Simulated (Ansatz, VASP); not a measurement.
**PtSe in VASP and in Ansatz**

File INCAR:

```
SYSTEM = PtSe
  PREC = Accurate
  ENCUT = 520
  EDIFF = 1E-7
  ISMEAR = -1
  SIGMA = 0.05
  LREAL = .FALSE.
  LASPH = .TRUE.
  NELM = 60
  ALGO = Normal
  ISIF = 2
  LWAVE = .FALSE.
  LCHARG = .TRUE.
  GGA = PE
  LELF = .TRUE.
  LVHAR = .TRUE.
  NBANDS = 15
```

File KPOINTS:

```
Automatic mesh
0
G
  8 8 8
  0 0 0
```

POSCAR

```
PtSe
1.0
    0.0000000000      2.8352365521      2.8352365521
    2.8352365521      0.0000000000      2.8352365521
    2.8352365521      2.8352365521      0.0000000000
Pt Se
1 1
Direct
    0.5000000000      0.5000000000      0.5000000000
    0.0000000000      0.0000000000      0.0000000000
```

The input input.yaml:

```yaml
crystal:
  lattice:
    - [0.0, 2.8352365521, 2.8352365521]
    - [2.8352365521, 0.0, 2.8352365521]
    - [2.8352365521, 2.8352365521, 0.0]
  atoms:
    - { symbol: Pt, position: [0.5, 0.5, 0.5] }
    - { symbol: Se, position: [0.0, 0.0, 0.0] }
hamiltonian:
  xc: pbe
  pseudopotentials: { kind: paw }
kpoints:
  mp_grid: { grid: [8, 8, 8] }
scf:
  occupations: { method: fermi_dirac, width: 0.05 }
output:
  forces: true
  stress: true
  eigenvalues: true
  write_density: true
  write_potential: true
  elf: true
  volumetric_format: npy
```

The cell comes from a database or a generator and needn't be the stable form of this composition.

Alike in both runs: task single point; functional PBE; k mesh 8 × 8 × 8; occupations fermi-dirac, width 0.05 eV; no spin polarisation.

```csv
,VASP,Ansatz
version,VASP 6.6.1,Ansatz 0.2.0
potentials or method,"VASP PAW PBE potentials, release 64 (Pt, Se)",Ansatz PAW
plane-wave cutoff (eV),520,420
valence electrons in the cell,16,34
```

|  | VASP | Ansatz | Ansatz less VASP |
| --- | --- | --- | --- |
| gap on the k mesh at the Fermi level (eV) | none | none | - |
| pressure (GPa) | -16.2 | -16.1 | +0.08 |

A gap of «none» marks a metal or a gap that the smearing closes. The two sets of potentials don't hold the same shells in valence.

Caveats: so large a pressure means that the cell lies far from this level's equilibrium, or that cutoff or potentials fall short (VASP). The runs have no spin-orbit coupling, so splittings on Pt are missing.
